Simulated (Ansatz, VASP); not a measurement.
ZrB2: VASP beside Ansatz

```
Zr B
1.0
     3.15242    0.00000    0.00000
    -1.57621    2.73007    0.00000
     0.00000    0.00000    3.49833
Zr B
1 2
Cartesian
  0.0000 0.0000 0.0000
  0.0000 1.8200 1.7492
  1.5762 0.9100 1.7492
```

Alike in both runs: functional PBE; dispersion D4; k mesh 12 × 12 × 9; no spin polarisation.

Ansatz relaxed the structure, and its values are those at the end. VASP's run is a single point on that final structure, the one shown.

|  | VASP | Ansatz |
| --- | --- | --- |
| version | VASP 6.6.1 | Ansatz 0.2.0 |
| potentials or method | VASP PAW PBE potentials, release 64 (Zr_sv, B) | plane waves, PAW |
| plane-wave cutoff (eV) | 520 | 420 |
| occupations | methfessel-paxton of order 1, width 0.15 eV | cold, width 0.15 eV |
| valence electrons in the cell | 18 | 18 |

VASP gave:

```
pressure (GPa)               : 0.1
dispersion energy (meV/atom) : -322.0
```

**Question.** Estimate Ansatz's values.

**Answer.** Pressure (GPa): 0.0; dispersion energy (meV/atom): -322.1.

Caveats: pairwise dispersion overbinds metals, which lowers pressure and volume.
